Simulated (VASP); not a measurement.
# ZnS (P6_3mc) in VASP: notebook

Runs on ZnS. Level: r2SCAN. Tasks: single point.

All numbers are computed with VASP 6.6.1; they aren't measurements. Logs are shortened: lines on timing, memory, paths and dates and some standing lists are left out, and cuts for length are marked.

**Measured values to compare with.**

A printed reference work, monograph reports, for a bulk crystal of ZnS at 4 K: band gap 3.911 eV (direct).

The results are compared with them further down.

## Step 1: The cell of the first run

It takes space group P6_3mc (No. 186, hexagonal). Conventional cell: a = 3.730 Å, b = 3.730 Å, c = 12.211 Å, α = 90.00°, β = 90.00°, γ = 120.00°. Within 3.0 Å of Zn (site symmetry 3m) lie 4 S at 2.28 to 2.29 Å. Zn (site symmetry 3m) has 4 S at 2.29 Å within 3.0 Å. Within 3.0 Å of S (site symmetry 3m) lie 4 Zn at 2.29 Å. Within 3.0 Å of S (site symmetry 3m) lie 4 Zn at 2.28 to 2.29 Å.

## Step 2: Single point, r2SCAN (18.39 Å³/atom)

Input file POSCAR:

```
ZnS
1.0
    3.7299141646      0.0000000000      0.0000000000
   -1.8649570823      3.2302004205      0.0000000000
    0.0000000000      0.0000000000     12.2112124383
Zn S
4 4
Direct
    0.0000000000      0.0000000000      0.0000994091
    0.0000000000      0.0000000000      0.5000994091
    0.3333333333      0.6666666667      0.2500617018
    0.6666666667      0.3333333333      0.7500617018
    0.0000000000      0.0000000000      0.1872446797
    0.0000000000      0.0000000000      0.6872446797
    0.3333333333      0.6666666667      0.4375942094
    0.6666666667      0.3333333333      0.9375942094
```

Input file INCAR.step1:

```
SYSTEM = ZnS
  ALGO = Normal
  EDIFF = 1E-4
  ENCUT = 520
  GGA = PE
  ISMEAR = 0
  LASPH = .True.
  LCHARG = .False.
  LREAL = .False.
  LWAVE = .True.
  NBANDS = 46
  NELM = 80
  PREC = Accurate
  SIGMA = 0.01
```

Input file INCAR.step2:

```
SYSTEM = ZnS
  ALGO = Normal
  EDIFF = 1E-7
  ENCUT = 520
  ISIF = 2
  ISMEAR = 0
  ISTART = 1
  LASPH = .True.
  LCHARG = .True.
  LELF = .True.
  LMIXTAU = .True.
  LREAL = .False.
  LVHAR = .True.
  LWAVE = .False.
  METAGGA = R2SCAN
  NBANDS = 46
  NELM = 80
  PREC = Accurate
  SIGMA = 0.01
```

Input file KPOINTS:

```
k-points
0
Gamma
  6 6 2
  0 0 0
```

Potentials or basis: VASP PAW PBE potentials, release 64 (Zn, S).

Command:

```
$ cat potpaw_PBE.64/Zn/POTCAR potpaw_PBE.64/S/POTCAR > POTCAR
$ cp INCAR.step1 INCAR
$ mpirun -np 1 vasp_std > vasp.out
$ cp INCAR.step2 INCAR
$ mpirun -np 1 vasp_std > vasp.out
```

OUTCAR:

```text
SYSTEM = ZnS
   EDIFF = 1E-7
   ENCUT = 520
   ISIF = 2
   ISMEAR = 0
   ISTART = 1
   LASPH = .True.
   LREAL = .False.
   METAGGA = R2SCAN
   NELM = 80
   PREC = Accurate

 ion  position               nearest neighbor table
   1  0.000  0.000  0.000-   8 2.28   8 2.28   8 2.28   5 2.29
   2  0.000  0.000  0.500-   7 2.28   7 2.28   7 2.28   6 2.29
   3  0.333  0.667  0.250-   5 2.29   5 2.29   5 2.29   7 2.29
   4  0.667  0.333  0.750-   6 2.29   6 2.29   6 2.29   8 2.29
   5  0.000  0.000  0.187-   1 2.29   3 2.29   3 2.29   3 2.29
   6  0.000  0.000  0.687-   2 2.29   4 2.29   4 2.29   4 2.29
   7  0.333  0.667  0.438-   2 2.28   2 2.28   2 2.28   3 2.29
   8  0.667  0.333  0.938-   1 2.28   1 2.28   1 2.28   4 2.29

  LATTYP: Found a hexagonal cell.
 ALAT       =     3.7299141646
 C/A-ratio  =     3.2738588341

  Lattice vectors:

 A1 = (   3.7299141646,   0.0000000000,   0.0000000000)
 A2 = (  -1.8649570823,   3.2302004205,   0.0000000000)
 A3 = (   0.0000000000,   0.0000000000,  12.2112124383)

Analysis of symmetry for initial positions (statically):
=====================================================================
 Subroutine PRICEL returns:
 Original cell was already a primitive cell.

 Routine SETGRP: Setting up the symmetry group for a
 hexagonal supercell.

 Subroutine GETGRP returns: Found 12 space group operations
 (whereof  6 operations were pure point group operations)
 out of a pool of 24 trial point group operations.

The static configuration has the point symmetry C_3v.
 The point group associated with its full space group is C_6v.

Analysis of symmetry for dynamics (positions and initial velocities):
=====================================================================
 Subroutine PRICEL returns:
 Original cell was already a primitive cell.

 Routine SETGRP: Setting up the symmetry group for a
 hexagonal supercell.

 Subroutine GETGRP returns: Found 12 space group operations
 (whereof  6 operations were pure point group operations)
 out of a pool of 24 trial point group operations.

The dynamic configuration has the point symmetry C_3v.
 The point group associated with its full space group is C_6v.

 Subroutine INISYM returns: Found 12 space group operations
 (whereof  6 operations are pure point group operations),
 and found     1 'primitive' translations

----------------------------------------------------------------------------------------

                                     Primitive cell

  volume of cell :     147.1252

  direct lattice vectors                    reciprocal lattice vectors
     3.729914165  0.000000000  0.000000000     0.268102684  0.154789157  0.000000000
    -1.864957082  3.230200421  0.000000000     0.000000000  0.309578314  0.000000000
     0.000000000  0.000000000 12.211212438     0.000000000  0.000000000  0.081891950

  length of vectors
     3.729914165  3.729914165 12.211212438     0.309578314  0.309578314  0.081891950

  position of ions in fractional coordinates (direct lattice)
     0.000000000  0.000000000  0.000099409
     0.000000000  0.000000000  0.500099409
     0.333333333  0.666666667  0.250061702
     0.666666667  0.333333333  0.750061702
     0.000000000  0.000000000  0.187244680
     0.000000000  0.000000000  0.687244680
     0.333333333  0.666666667  0.437594209
     0.666666667  0.333333333  0.937594209

  ion indices of the primitive-cell ions
   primitive index   ion index
                 1           1
                 2           2
                 3           3
                 4           4
                 5           5
                 6           6
                 7           7
                 8           8

----------------------------------------------------------------------------------------

 KPOINTS: k-points

Automatic generation of k-mesh.
 Grid dimensions read from file:
 generate k-points for:    6    6    2

 Generating k-lattice:

  Cartesian coordinates                     Fractional coordinates (reciprocal lattice)
     0.044683781  0.025798193  0.000000000     0.166666667  0.000000000  0.000000000
     0.000000000  0.051596386  0.000000000     0.000000000  0.166666667  0.000000000
     0.000000000  0.000000000  0.040945975     0.000000000  0.000000000  0.500000000

  Length of vectors
     0.051596386  0.051596386  0.040945975

  Shift w.r.t. Gamma in fractional coordinates (k-lattice)
     0.000000000  0.000000000  0.000000000

 Subroutine IBZKPT returns following result:
 ===========================================

 Found     14 irreducible k-points:

 Following reciprocal coordinates:
            Coordinates               Weight
  0.000000  0.000000  0.000000      1.000000
  0.166667 -0.000000  0.000000      6.000000
  0.333333 -0.000000  0.000000      6.000000
  0.500000 -0.000000  0.000000      3.000000
  0.166667  0.166667  0.000000      6.000000
  0.333333  0.166667  0.000000     12.000000
  0.333333  0.333333  0.000000      2.000000
  0.000000  0.000000  0.500000      1.000000
  0.166667 -0.000000  0.500000      6.000000
  0.333333 -0.000000  0.500000      6.000000
  0.500000 -0.000000  0.500000      3.000000
  0.166667  0.166667  0.500000      6.000000
  0.333333  0.166667  0.500000     12.000000
  0.333333  0.333333  0.500000      2.000000
   k-points           NKPTS =     14   k-points in BZ     NKDIM =     14   number of bands    NBANDS=     46
   number of dos      NEDOS =    301   number of ions     NIONS =      8
   total plane-waves  NPLWV =  75264
   dimension x,y,z NGX =    28 NGY =   28 NGZ =   96
   dimension x,y,z NGXF=    56 NGYF=   56 NGZF=  192
   ions per type =               4   4
   NGX,Y,Z   is equivalent  to a cutoff of  12.48, 12.48, 13.07 a.u.
   NGXF,Y,Z  is equivalent  to a cutoff of  24.96, 24.96, 26.14 a.u.
 SYSTEM =  ZnS
   PREC   = accura    normal or accurate (medium, high low for compatibility)
   ISTART =      1    job   : 0-new  1-cont  2-samecut
   ICHARG =      0    charge: 1-file 2-atom 10-const
   ISPIN  =      1    spin polarized calculation?
   LNONCOLLINEAR =      F non collinear calculations
   LSORBIT =      F    spin-orbit coupling
   LASPH  =      T    aspherical Exc in radial PAW
   ENCUT  =  520.0 eV  38.22 Ry    6.18 a.u.   6.94  6.94 22.70*2*pi/ulx,y,z
   NELM   =     80;   NELMIN=  2; NELMDL=  0     # of ELM steps
   EDIFF  = 0.1E-06   stopping-criterion for ELM
   LREAL  =      F    real-space projection
   EDIFFG = 0.1E-05   stopping-criterion for IOM
   NSW    =      0    number of steps for IOM
   IBRION =     -1    ionic relax: 0-MD 1-quasi-New 2-CG
   NFREE  =      0    steps in history (QN), initial steepest desc. (CG)
   ISIF   =      2    stress and relaxation
   ISYM   =      2    0-nonsym 1-usesym 2-fastsym
   POTIM  = 0.5000    time-step for ionic-motion
   TEBEG  =    0.0;   TEEND  =   0.0 temperature during run
   PSTRESS=    0.0 pullay stress
   NELECT =      72.0000    total number of electrons
   NUPDOWN=      -1.0000    fix difference up-down
   EMIN   =  10.00;   EMAX   =-10.00  energy-range for DOS
   EFERMI =   0.00;   METHOD = LEGACY
   ISMEAR =     0;   SIGMA  =   0.01  broadening in eV -4-tet -1-fermi 0-gaus
   EFERMI_NEDOS =   21; number of points for ismear=-14 and -15
   IALGO  =     38    algorithm
   IMIX   =      4    mixing-type and parameters
     AMIX     =   0.40;   BMIX     =  1.00
     AMIX_MAG =   1.60;   BMIX_MAG =  1.00
  volume/ion in A,a.u.               =      18.39       124.11
  Fermi-wavevector in a.u.,A,eV,Ry     =   1.290100  2.437935 22.644957  1.664357
  Thomas-Fermi vector in A             =   2.421952
   LORBIT       =      0    0 simple, 1 ext, 2 COOP (PROOUT), +10 PAW based schemes
   METAGGA = R2SCAN    functional components
   LHFCALC =     F    Hartree Fock is set to
   AEXX    =    0.0000 exact exchange contribution
   IVDW    =     0    specifies the selected vdW correction
   LEPSILON=     F    determine dielectric tensor
   LRPA    =     F    only Hartree local field effects (RPA)
 non-spin polarized calculation
 Gauss-broadening in eV      SIGMA  =   0.01
  energy-cutoff  :      520.00
  volume of cell :      147.13
 maximum number of plane-waves:      3982
 NGX is ok and might be reduce to    28
   NGX = 13   NGY = 13   NGZ = 45

 number of electron      72.0000003 magnetization

 Free energy of the ion-electron system (eV)
  ---------------------------------------------------
  ext. energy  EPLUGINS =         0.00000000
  ---------------------------------------------------
  free energy    TOTEN  =       -75.29518785 eV

  energy without entropy =      -75.29518785  energy(sigma->0) =      -75.29518785

 E-fermi :   2.6290     XC(G=0): -10.6409

 val. band max:        2.5305183529   @ k =   0.0000   0.0000   0.0000
 cond. band min:       5.5845662732   @ k =   0.0000   0.0000   0.0000
 fundamental gap:      3.0540479203
 Fermi energy:         2.6289571639

 k-point     1 :       0.0000    0.0000    0.0000
  band No.  band energies     occupation
      1     -11.6924      2.00000
      2     -11.2074      2.00000
      3     -11.1975      2.00000
      4     -10.6086      2.00000
      5      -4.2842      2.00000
      6      -4.2759      2.00000
[... 38 lines left out ...]
     45       9.6074      0.00000
     46      10.0791      0.00000

 k-point     2 :       0.1667   -0.0000    0.0000
  band No.  band energies     occupation
      1     -11.4826      2.00000
      2     -11.0342      2.00000
      3     -11.0241      2.00000
      4     -10.4939      2.00000
      5      -4.3093      2.00000
      6      -4.2937      2.00000
[... 38 lines left out ...]
     45       9.8124      0.00000
     46       9.8865      0.00000

 k-point     3 :       0.3333   -0.0000    0.0000
  band No.  band energies     occupation
      1     -10.9748      2.00000
      2     -10.6490      2.00000
      3     -10.6395      2.00000
      4     -10.2874      2.00000
      5      -4.3453      2.00000
      6      -4.2882      2.00000
[... 528 lines left out ...]
     45      10.4565      0.00000
     46      10.4565      0.00000

 k-point    14 :       0.3333    0.3333    0.5000
  band No.  band energies     occupation
      1     -10.3383      2.00000
      2     -10.3383      2.00000
      3     -10.3238      2.00000
      4     -10.3238      2.00000
      5      -4.2019      2.00000
      6      -4.2019      2.00000
[... 38 lines left out ...]
     45      10.7763      0.00000
     46      10.7763      0.00000

------------------------ aborting loop because EDIFF is reached ----------------------------------------

  FORCE on cell =-STRESS in cart. coord.  units (eV):
  Direction    XX          YY          ZZ          XY          YZ          ZX
  --------------------------------------------------------------------------------------
  -------------------------------------------------------------------------------------
  Total        5.1857534      5.1857534      5.2070872      0.0000000      0.0000000      0.0000000
  in kB       56.4722831     56.4722831     56.7046059      0.0000000      0.0000000      0.0000000
  external PRESSURE =      56.5497240 kB  Pullay stress =       0.0000000 kB

 VOLUME and BASIS-vectors are now :
 -----------------------------------------------------------------------------
  energy-cutoff  :      520.00
  volume of cell :      147.13
      direct lattice vectors                 reciprocal lattice vectors
     3.729914165  0.000000000  0.000000000     0.268102684  0.154789157  0.000000000
    -1.864957082  3.230200421  0.000000000     0.000000000  0.309578314  0.000000000
     0.000000000  0.000000000 12.211212438     0.000000000  0.000000000  0.081891950

 POSITION                                       TOTAL-FORCE (eV/Angst)
 -----------------------------------------------------------------------------------
      0.00000      0.00000      0.00121        -0.000000      0.000000      0.032653
      0.00000      0.00000      6.10682        -0.000000      0.000000      0.032653
     -0.00000      2.15347      3.05356         0.000000      0.000000      0.015316
      1.86496      1.07673      9.15916        -0.000000      0.000000      0.015316
      0.00000      0.00000      2.28648         0.000000     -0.000000     -0.024919
      0.00000      0.00000      8.39209         0.000000      0.000000     -0.024919
     -0.00000      2.15347      5.34356         0.000000     -0.000000     -0.023050
      1.86496      1.07673     11.44916         0.000000      0.000000     -0.023050
 -----------------------------------------------------------------------------------
    total drift:                               -0.000001     -0.000001      0.113910

  FREE ENERGIE OF THE ION-ELECTRON SYSTEM (eV)
  ---------------------------------------------------
  free  energy   TOTEN  =       -75.2951878541 eV

  energy  without entropy=      -75.2951878541  energy(sigma->0) =      -75.29518785
```

Run time: 5.4 min. Hardware: 1 thread of Intel Xeon Platinum 8488C (Sapphire Rapids), shared host; peak memory 0.32 GiB.

What came out:

```
Free energy            : -75.2952 eV
Pressure               : 5.7 GPa
Largest force          : 0.033 eV/Å
Band gap on the k mesh : 3.05 eV
```

Forces on the atoms (eV/Å):
```
Zn   0.000  0.000  0.033
Zn   0.000  0.000  0.033
Zn   0.000  0.000  0.015
Zn   0.000  0.000  0.015
S    0.000  0.000 -0.025
S    0.000  0.000 -0.025
S    0.000  0.000 -0.023
S    0.000  0.000 -0.023
```

Caveat: the cell stands under pressure; the PAW data sets were made with another functional, which shifts forces and pressure a little.

(Continued in part 2 of 2.)
